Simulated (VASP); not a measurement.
**CdS (F-43m): a series in biaxial strain in the (111) plane**

Strain engineering needs slopes: what does biaxial strain in the (111) plane do to the lattice and the band edges of CdS?

Program: VASP 6.6.1. Level of theory: LDA; plane waves and PAW (Cd, S); cell typed or built by script, in the first sound run; inputs show where later runs differ. Results are calculated unless marked as measured.

**1. Starting point**

The structure is cubic, space group F-43m (No. 216). Conventional cell: a = 5.820 Å, b = 5.820 Å, c = 5.820 Å, α = 90.00°, β = 90.00°, γ = 90.00°. Nearest to Cd lie 4 S at 2.52 Å. Nearest to S lie 4 Cd at 2.52 Å. Farther neighbours and most contacts between anions are not listed.

**2. Relax the crystal, LDA**

The series starts from the cell that this level prefers, so that zero strain is near zero stress.

This step took 2 runs in a row; the last is shown.

Level: LDA; plane waves and PAW (Cd, S); cell typed or built by script.

Contents of INCAR:

```
SYSTEM = CdS
PREC = Accurate
ENCUT = 450
EDIFF = 1E-07
NELM = 120
ISMEAR = 0
SIGMA = 0.02
LREAL = .FALSE.
ALGO = Normal
GGA = CA
NBANDS = 15
LASPH = .TRUE.
LORBIT = 11
LWAVE = .FALSE.
LCHARG = .FALSE.
KPAR = 16
IBRION = 2
NSW = 40
ISIF = 3
EDIFFG = -0.005
POTIM = 0.4
```

Contents of POSCAR:

```
CdS
1.0
    0.0000000000      2.8843989598      2.8843989598
    2.8843989598      0.0000000000      2.8843989598
    2.8843989598      2.8843989598      0.0000000000
Cd S
1 1
Direct
    0.0000000000      0.0000000000      0.0000000000
    0.2500000000      0.2500000000      0.2500000000
```

Contents of KPOINTS:

```
Automatic mesh
0
Gamma
9 9 9
0 0 0
```

Potentials, in the order of the species: Cd and S (LDA family, release 64).

The run is started by

```bash
$ mpirun -np 16 vasp_std
```

Log:

```text
[banner, memory and clock lines left out]
running   16 mpi-ranks, on    1 nodes
[...]
|                                                                             |
|           W    W    AA    RRRRR   N    N  II  N    N   GGGG   !!!           |
|           W    W   A  A   R    R  NN   N  II  NN   N  G    G  !!!           |
|           W    W  A    A  R    R  N N  N  II  N N  N  G       !!!           |
|           W WW W  AAAAAA  RRRRR   N  N N  II  N  N N  G  GGG   !            |
|           WW  WW  A    A  R   R   N   NN  II  N   NN  G    G                |
|           W    W  A    A  R    R  N    N  II  N    N   GGGG   !!!           |
|                                                                             |
|     For optimal performance we recommend to set                             |
|       NCORE = 2 up to number-of-cores-per-socket                            |
|     NCORE specifies how many cores store one orbital (NPAR=cpu/NCORE).      |
|     This setting can greatly improve the performance of VASP for DFT.       |
[...]
DAV:   4    -0.792118473961E+01   -0.23619E-01   -0.23617E-01  1323   0.402E+00
[...]
DAV:  12    -0.740676476970E+01    0.46261E-05   -0.18499E-05  1581   0.599E-02    0.643E-03
DAV:  13    -0.740676485035E+01   -0.80649E-07   -0.12593E-06  1197   0.930E-03    0.172E-03
DAV:  14    -0.740676485269E+01   -0.23401E-08   -0.26682E-08   728   0.146E-03
   1 F= -.74067649E+01 E0= -.74067649E+01  d E =-.740676E+01
[...]
N       E                     dE             d eps       ncg     rms          rms(c)
DAV:   1    -0.740683315260E+01   -0.68302E-04   -0.12254E-03  1120   0.453E-01    0.612E-02
DAV:   2    -0.740677354751E+01    0.59605E-04   -0.13797E-04  1246   0.186E-01    0.227E-02
DAV:   3    -0.740676808824E+01    0.54593E-05   -0.13229E-05  1323   0.417E-02    0.188E-02
DAV:   4    -0.740676744252E+01    0.64572E-06   -0.89516E-07  1127   0.937E-03    0.372E-03
DAV:   5    -0.740676738969E+01    0.52832E-07   -0.10868E-07   631   0.588E-03
   2 F= -.74067674E+01 E0= -.74067674E+01  d E =-.253700E-05
 trial-energy change:   -0.000003  1 .order   -0.000002   -0.000007    0.000002
 step:   0.7588(harm=  0.7588)  dis= 0.00000  next Energy=    -7.406767 (dE=-0.247E-05)
 reached required accuracy - stopping structural energy minimisation
```

Elapsed: 4.8 s, on 16 MPI ranks of AMD EPYC 7R43, shared host; peak memory 2.3 GiB.

Lines that name or quote the potential files are left out of all logs, and their timing lines are given in words.

From OUTCAR (step 2):

```text
  Total        0.0033728      0.0033728      0.0033728      0.0000000      0.0000000      0.0000000
  in kB        0.1126612      0.1126612      0.1126612      0.0000000      0.0000000      0.0000000
  external PRESSURE =       0.1126612 kB  Pullay stress =       0.0000000 kB

 POSITION                                       TOTAL-FORCE (eV/Angst)
 -----------------------------------------------------------------------------------
      5.76762      2.88381      2.88381        -0.000000      0.000000      0.000000
      1.44190      1.44190      1.44190         0.000000     -0.000000     -0.000000
 -----------------------------------------------------------------------------------
    total drift:                                0.000000      0.000000      0.000000

  FREE ENERGIE OF THE ION-ELECTRON SYSTEM (eV)
  ---------------------------------------------------
  free  energy   TOTEN  =        -7.4067673897 eV

  energy  without entropy=       -7.4067673897  energy(sigma->0) =       -7.40676739

 reached required accuracy - stopping structural energy minimisation

[... 3 further parts left out ...]
[key lines of the parts left out:]
E-fermi :   1.5849
```

This run gave:

```
energy(sigma→0) of the program : -7.4068 eV
stress, compression positive   : 0.01 along [111], 0.01 across it (mean), GPa
volume                         : 47.966 Å³
ionic steps                    : 2
```

**3. Strain along the normal, LDA**

One member in full: the plane is strained by -2 %, and the strain along the normal is moved by secant steps until the normal stress is under 0.012 GPa or five steps are spent; the atoms relax at each step.

This step took 3 runs, each at a new trial strain with the atoms of the one before; the last is shown.

Level: LDA; plane waves and PAW (Cd, S); cell typed or built by script.

INCAR: that of step 2 with these lines changed.

```diff
@@ -15,7 +15,7 @@
 LCHARG = .FALSE.
-KPAR = 16
-IBRION = 2
-NSW = 40
-ISIF = 3
-EDIFFG = -0.005
-POTIM = 0.4
+KPAR = 4
+IBRION = 1
+NSW = 25
+ISIF = 2
+EDIFFG = -0.004
+POTIM = 0.3
```

Contents of POSCAR:

```
CdS
1.0
    0.0756335630      2.9017657670      2.9017657670
    2.9017657670      0.0756335630      2.9017657670
    2.9017657670      2.9017657670      0.0756335630
Cd S
1 1
Direct
    0.0034493044      0.0034493044      0.0034493044
    0.2465506956      0.2465506956      0.2465506956
```

KPOINTS is that of step 2.

The run is started by

```bash
$ mpirun -np 4 vasp_std
```

Log:

```text
[banner, memory and clock lines left out]
running    4 mpi-ranks, on    1 nodes
[...]
LDA part: xc-table for (Slater(with rela. corr.)+CA(PZ))
 , standard interpolation
 POSCAR, INCAR and KPOINTS ok, starting setup
[...]
entering main loop
       N       E                     dE             d eps       ncg     rms          rms(c)
DAV:   1     0.100272827805E+03    0.10027E+03   -0.85216E+03  2622   0.986E+02
DAV:   2    -0.404271223686E+01   -0.10432E+03   -0.99069E+02  3047   0.258E+02
DAV:   3    -0.788733079134E+01   -0.38446E+01   -0.38379E+01  3180   0.516E+01
DAV:   4    -0.791070108314E+01   -0.23370E-01   -0.23368E-01  3173   0.399E+00
[...]
DAV:  12    -0.739252359845E+01    0.36730E-05   -0.17312E-05  3882   0.591E-02    0.671E-03
DAV:  13    -0.739252361252E+01   -0.14070E-07   -0.12042E-06  2970   0.102E-02    0.167E-03
DAV:  14    -0.739252361797E+01   -0.54486E-08   -0.44021E-08  1919   0.178E-03
   1 F= -.73925236E+01 E0= -.73925236E+01  d E =-.739252E+01
 BRION: g(F)=  0.164E-03 g(S)=  0.000E+00
[...]
DAV:   2    -0.739265785712E+01   -0.24626E-04   -0.27788E-04  3012   0.124E-01    0.143E-02
DAV:   3    -0.739265734069E+01    0.51642E-06   -0.20911E-06  3166   0.125E-02    0.896E-03
DAV:   4    -0.739265716086E+01    0.17983E-06   -0.97492E-07  3096   0.628E-03    0.129E-03
DAV:   5    -0.739265715696E+01    0.39042E-08   -0.17799E-07  2396   0.288E-03
   2 F= -.73926572E+01 E0= -.73926572E+01  d E =-.133539E-03
 BRION: g(F)=  0.654E-04 g(S)=  0.000E+00 retain N=  1 mean eig= 2.71
 eig:   2.713
[...]
N       E                     dE             d eps       ncg     rms          rms(c)
DAV:   1    -0.739267668361E+01   -0.19523E-04   -0.76791E-02  2564   0.190E+00    0.651E-02
DAV:   2    -0.739274902135E+01   -0.72338E-04   -0.81702E-04  3040   0.212E-01    0.244E-02
DAV:   3    -0.739274751089E+01    0.15105E-05   -0.61322E-06  3166   0.213E-02    0.152E-02
DAV:   4    -0.739274698997E+01    0.52092E-06   -0.28236E-06  3124   0.107E-02    0.219E-03
DAV:   5    -0.739274697876E+01    0.11210E-07   -0.51441E-07  2697   0.489E-03
   3 F= -.73927470E+01 E0= -.73927470E+01  d E =-.898218E-04
 BRION: g(F)=  0.253E-07 g(S)=  0.000E+00 retain N=  1 mean eig= 2.77
 eig:   2.767
 reached required accuracy - stopping structural energy minimisation
```

The job ended after 25 s (4 MPI ranks; peak memory 0.54 GiB; 96 s of CPU time).

Parts of OUTCAR (step 3):

```text
  Total        0.4221807      0.4221807      0.4221807     -0.2112116     -0.2112116     -0.2112116
  in kB       14.4048375     14.4048375     14.4048375     -7.2065556     -7.2065556     -7.2065556
  external PRESSURE =      14.4048375 kB  Pullay stress =       0.0000000 kB

 POSITION                                       TOTAL-FORCE (eV/Angst)
 -----------------------------------------------------------------------------------
      0.01787      0.01787      0.01787        -0.000382     -0.000382     -0.000382
      1.45193      1.45193      1.45193         0.000382      0.000382      0.000382
 -----------------------------------------------------------------------------------
    total drift:                               -0.000185     -0.000185     -0.000185

  FREE ENERGIE OF THE ION-ELECTRON SYSTEM (eV)
  ---------------------------------------------------
  free  energy   TOTEN  =        -7.3927469788 eV

  energy  without entropy=       -7.3927469788  energy(sigma->0) =       -7.39274698

[... 1 part as in an earlier step ...]

[... 3 further parts left out ...]
[key lines of the parts left out:]
E-fermi :   1.8345
```

Read from the output:

| Quantity | Value |
| --- | --- |
| energy(sigma→0) of the program | -7.3927 eV |
| stress, compression positive | 0.00 along [111], 2.16 across it (mean), GPa |
| ionic steps | 3 |

**4. Band edges, HSE06**

Short lines in KPOINTS_OPT sample the zone centre along and across the normal of the plane, for masses, and the other valleys.

Level: HSE06; plane waves and PAW (Cd, S); cell typed or built by script.

Contents of INCAR:

```
SYSTEM = CdS
PREC = Accurate
ENCUT = 450
EDIFF = 1E-06
NELM = 100
ISMEAR = 0
SIGMA = 0.02
LREAL = .FALSE.
ALGO = Normal
LHFCALC = .TRUE.
AEXX = 0.25
GGA = PE
HFSCREEN = 0.2
LASPH = .TRUE.
NBANDS = 14
PRECFOCK = Fast
LWAVE = .FALSE.
LCHARG = .FALSE.
KPAR = 4
```

Contents of POSCAR:

```
CdS
1.0
    0.0756335630      2.9017657670      2.9017657670
    2.9017657670      0.0756335630      2.9017657670
    2.9017657670      2.9017657670      0.0756335630
Cd S
1 1
Direct
    0.0030387407      0.0030387407      0.0030387407
    0.2469612593      0.2469612593      0.2469612593
```

Contents of KPOINTS:

```
Automatic mesh
0
Gamma
5 5 5
0 0 0
```

Contents of KPOINTS_OPT:

```
Line mode
6
Line-mode
Reciprocal
  0.00000000   0.00000000   0.00000000
  0.02701128   0.02701128   0.02701128

  0.00000000   0.00000000   0.00000000
 -0.01590258   0.01590258   0.00000000

  0.31000000   0.31000000   0.00000000
  0.50000000   0.50000000   0.00000000

  0.00000000   0.31000000   0.31000000
  0.00000000   0.50000000   0.50000000

  0.45000000   0.45000000   0.45000000
  0.50000000   0.50000000   0.50000000

  0.45000000   0.00000000   0.00000000
  0.50000000   0.00000000   0.00000000

  0.42500000   0.42500000   0.00000000
  0.42560187   0.44809152   0.02309152

  0.50000000   0.50000000   0.50000000
  0.48409742   0.51590258   0.50000000
```

The run is started by

```bash
$ mpirun -np 4 vasp_std
```

Log:

```text
[banner, memory and clock lines left out]
running    4 mpi-ranks, on    1 nodes
[...]
|                                                                             |
|               ----> ADVICE to this user running VASP <----                  |
|                                                                             |
|     You enforced a specific xc type in the INCAR file but a different       |
|     [... a line on the potential file left out ...]
|     I HOPE YOU KNOW WHAT YOU ARE DOING!                                     |
|                                                                             |

 LDA part: xc-table for (Slater+PW92), standard interpolation
 found WAVECAR, reading the header
 POSCAR, INCAR and KPOINTS ok, starting setup
[...]
reading WAVECAR
 the WAVECAR file was read successfully
 initial charge from wavefunction
 entering main loop
       N       E                     dE             d eps       ncg     rms          rms(c)
DAV:   1    -0.759614616579E+01   -0.75961E+01   -0.10983E+00   538   0.130E+01    0.378E+00
DAV:   2    -0.758363588444E+01    0.12510E-01   -0.92037E-02   616   0.470E+00    0.219E+00
DAV:   3    -0.757622111736E+01    0.74148E-02   -0.16960E-02   664   0.173E+00    0.139E+00
DAV:   4    -0.757544993655E+01    0.77118E-03   -0.25893E-03   640   0.501E-01    0.881E-01
[...]
DAV:   8    -0.757527098050E+01    0.58414E-05   -0.41662E-06   568   0.154E-02    0.884E-02
DAV:   9    -0.757526977582E+01    0.12047E-05   -0.14094E-06   500   0.943E-03    0.489E-02
DAV:  10    -0.757526951272E+01    0.26310E-06   -0.68170E-07   416   0.682E-03
   1 F= -.75752695E+01 E0= -.75752695E+01  d E =-.231398E-19
 Start KPOINTS_OPT (optional k-point list driver)
k-point batch [1-19\48]
       N       E                     dE             ncg
DAV:   1     0.780015570524E+03   -0.38306E+04      548
DAV:   2    -0.173215207487E+04   -0.25122E+04      604
DAV:   3    -0.187680799101E+04   -0.14466E+03      628
DAV:   4    -0.187901986433E+04   -0.22119E+01      696
DAV:   5    -0.187903813880E+04   -0.18274E-01      712
DAV:   6    -0.187903841106E+04   -0.27226E-03      688
DAV:   7    -0.187903841841E+04   -0.73527E-05      674
DAV:   8    -0.187903841864E+04   -0.23085E-06      500
[...]
k-point batch [39-48\48]
       N       E                     dE             ncg
DAV:   1     0.518868117474E+04   -0.49706E+04      280
DAV:   2     0.385594356749E+04   -0.13327E+04      310
DAV:   3     0.378558856861E+04   -0.70355E+02      334
DAV:   4     0.378462386892E+04   -0.96470E+00      352
DAV:   5     0.378461567935E+04   -0.81896E-02      340
DAV:   6     0.378461557504E+04   -0.10432E-03      340
DAV:   7     0.378461557287E+04   -0.21675E-05      340
DAV:   8     0.378461557282E+04   -0.45944E-07      260
```

Wall time 8.7 min (4 MPI ranks); peak memory 0.97 GiB; 35 min of CPU time.

OUTCAR, selected parts (step 4):

```text
  LATTYP: Found a trigonal (rhomboedric) cell.
 ALAT       =     4.1044134257
 COS(alpha) =     0.5258860338

 Subroutine GETGRP returns: Found  6 space group operations
 (whereof  6 operations were pure point group operations)

The static configuration has the point symmetry C_3v.

 Found     19 irreducible k-points:

   k-points           NKPTS =     19   k-points in BZ     NKDIM =    125   number of bands    NBANDS=     14

   dimension x,y,z NGX =    28 NGY =   28 NGZ =   28
   dimension x,y,z NGXF=    56 NGYF=   56 NGZF=   56

   ENCUT  =  450.0 eV  33.07 Ry    5.75 a.u.   7.10  7.10  7.10*2*pi/ulx,y,z

   NELECT =      18.0000    total number of electrons

  exchange ACFDT corr.  =         0.00000000  see jH, gK, PRB 81, 115126

 E-fermi :   1.3912

 k-point     1 :       0.0000    0.0000    0.0000
  band No.  band energies     occupation
    ...
      5      -7.3079      2.00000
      6      -7.3079      2.00000
      7       1.0889      2.00000
      8       1.2702      2.00000
      9       1.2702      2.00000
     10       3.5151      0.00000
     11       8.6043      0.00000
     12       9.1160      0.00000
     13       9.1160      0.00000
     14      14.0978      0.00000

 k-point     2 :       0.2000    0.0000    0.0000
  band No.  band energies     occupation
    ...
      5      -7.3117      2.00000
      6      -7.3045      2.00000
      7      -0.8164      2.00000
      8       0.7676      2.00000
      9       0.9464      2.00000
     10       4.9046      0.00000
     11       8.6606      0.00000
     12       9.2160      0.00000
     13       9.4990      0.00000
     14      12.9237      0.00000

 POSITION                                       TOTAL-FORCE (eV/Angst)
 -----------------------------------------------------------------------------------
      0.01787      0.01787      0.01787         0.012433      0.012433      0.012433
      1.45193      1.45193      1.45193        -0.012433     -0.012433     -0.012433
 -----------------------------------------------------------------------------------
    total drift:                               -0.000103     -0.000115     -0.000069

  FREE ENERGIE OF THE ION-ELECTRON SYSTEM (eV)
  ---------------------------------------------------
  free  energy   TOTEN  =        -7.5752695127 eV

  energy  without entropy=       -7.5752695127  energy(sigma->0) =       -7.57526951

[... 1 part as in an earlier step ...]

[... 7 further parts left out ...]
```

Numbers from this step:

| Property | Result |
| --- | --- |
| energy(sigma→0) of the program | -7.5753 eV |

**5. The table**

Hybrid runs start from orbitals of a short LDA run, not shown.

Runs beyond LDA use the data sets made with LDA; this shifts their levels slightly, and their total energies have another zero.

The other members went through these steps as far as the tables show, with the same cutoff and, step by step, the same mesh; 43 runs are not shown. The session took 6.0 core hours (wall time by ranks) on a shared machine.

| in-plane strain (%) | strain along the normal (%) | in-plane stress, tension positive (GPa) | energy above the unstrained row (meV/atom) | gap on the mesh, LDA (eV) |
| --- | --- | --- | --- | --- |
| -2.000 | 1.934 | -2.161 | 7.005 | 0.932 |
| -1.500 | 1.455 | -1.616 | 4.036 | 0.945 |
| -1.000 | 0.971 | -1.077 | 1.882 | 0.955 |
| -0.500 | 0.489 | -0.537 | 0.537 | 0.961 |
| 0 | 0.000 | -0.007 | 0.000 | 0.965 |
| 0.500 | -0.467 | 0.531 | 0.254 | 0.928 |
| 1.000 | -0.938 | 1.066 | 1.313 | 0.891 |
| 1.500 | -1.398 | 1.596 | 3.163 | 0.855 |
| 2.000 | -1.868 | 2.117 | 5.816 | 0.821 |

Slopes at zero strain, from cubics through all rows: strain ratio -0.955, stress over strain 107 GPa.

Band edges at HSE06, counted from the valence-band top at Γ, with one row partly withheld:

| in-plane strain (%) | gap (eV) | conduction band at Γ (eV) | Δ or X valley along z (eV) | Δ or X valley along x (eV) | lowest conduction level at L, [111] (eV) | lowest conduction level at L, [-111] (eV) | second valence level below the top (eV) | third valence level below the top (eV) |
| --- | --- | --- | --- | --- | --- | --- | --- | --- |
| -2.000 | 2.244 | 2.245 | 4.263 | 4.263 | 4.430 | 4.068 | 0.000 | 0.181 |
| -1.500 | 2.258 | 2.258 | 4.310 | 4.310 | ? | 4.099 | 0.000 | 0.132 |
| -1.000 | 2.267 | 2.268 | 4.350 | 4.350 | 4.306 | 4.130 | 0.000 | 0.085 |
| -0.500 | 2.273 | 2.273 | 4.383 | 4.383 | 4.246 | 4.158 | 0.000 | 0.041 |
| 0 | 2.276 | 2.276 | 4.410 | 4.410 | 4.186 | 4.186 | 0.000 | 0.000 |
| 0.500 | 2.237 | 2.237 | 4.391 | 4.391 | 4.090 | 4.174 | 0.037 | 0.037 |
| 1.000 | 2.197 | 2.198 | 4.368 | 4.368 | 3.999 | 4.163 | 0.072 | 0.072 |
| 1.500 | 2.158 | 2.159 | 4.341 | 4.341 | 3.911 | 4.152 | 0.104 | 0.104 |
| 2.000 | 2.119 | 2.119 | 4.310 | 4.310 | 3.826 | 4.143 | 0.133 | 0.133 |

Conduction masses, in electron masses:

| in-plane strain (%) | conduction mass at Γ, along the strain axis or the normal of the plane | conduction mass at Γ, across the strain axis or in the plane |
| --- | --- | --- |
| -2.000 | 0.157 | 0.181 |
| -1.500 | 0.160 | 0.179 |
| -1.000 | 0.165 | 0.176 |
| -0.500 | 0.167 | 0.173 |
| 0 | 0.172 | 0.172 |
| 0.500 | 0.174 | 0.169 |
| 1.000 | 0.177 | 0.166 |
| 1.500 | 0.179 | 0.165 |
| 2.000 | 0.181 | 0.162 |

**6. A fit to the known rows**

The quantity to fit is the splitting of the lowest conduction levels at the L points ([111] less [-111]) at HSE06: 0.362, 0.177, 0.088, 0.000, -0.083, -0.164, -0.241, -0.317 eV in the rows shown.

A least-squares parabola through the 8 rows shown, with d the strain along the axis less the strain across it, in %: E = 0.001286 d² + 0.08698 d − 3.85e-5 (eV), r.m.s. residual 2.8e-4 eV.

At d = 2.955 this predicts 0.2682 eV.

**7. The withheld row**

The calculation gives 0.2683 eV, so the prediction is 0.0001 eV too low.

The splitting is Ξu times 8/9 of d, with d as a fraction, so the linear term gives Ξu = 9.8 eV.

**8. Summary of results**

* ratio of normal to in-plane strain: -0.955
* biaxial modulus: 107 GPa
* gap of the unstrained cell, HSE06: 2.28 eV
* shear deformation potential Ξu of the lowest conduction levels at L: 9.8 eV
* error of the predicted row: -0.1 meV

In words: As a check, the curvature of the energy gives 107 GPa for the same modulus (energy per volume = M × strain²), 0 % from the slope of the stress. At HSE06 the lowest conduction valley is Γ throughout, and the gap runs between 2.12 and 2.28 eV. Hole masses are left out throughout, since the top bands are degenerate or cross in many series; of conduction masses, those of the Γ, L and (for Si and Ge under (001) strain) Δ valleys are kept where they change by under an eighth between rows. HSE06 ran on a coarser mesh than the semilocal levels. Spin-orbit coupling is left out at HSE06, so the valence splittings there lack it. Δ or X levels are the lowest on their line, refined by a parabola unless they lie at X; the gap is read from all points sampled and can differ from the lowest valley by some meV, or by tens of meV where strain moves the valence top off Γ. Temperature, zero-point motion and excitons are left out.

[Lines on the potential files, build, host, timing and source positions are cut from VASP's logs without a mark.]

[Logs are printed without paths, hosts, clocks, repeated set-up lines and the standing remarks that a program may print on its own settings, such as how far it seeks lower states.]

[Hosts, paths, dates, database ids (printed as entryN), source tags and the programs' standing remarks are cut or masked in the printed files.]

[In band tables of VASP the shares of atoms and orbitals are scaled to a sum of 1 inside the atoms' spheres.]
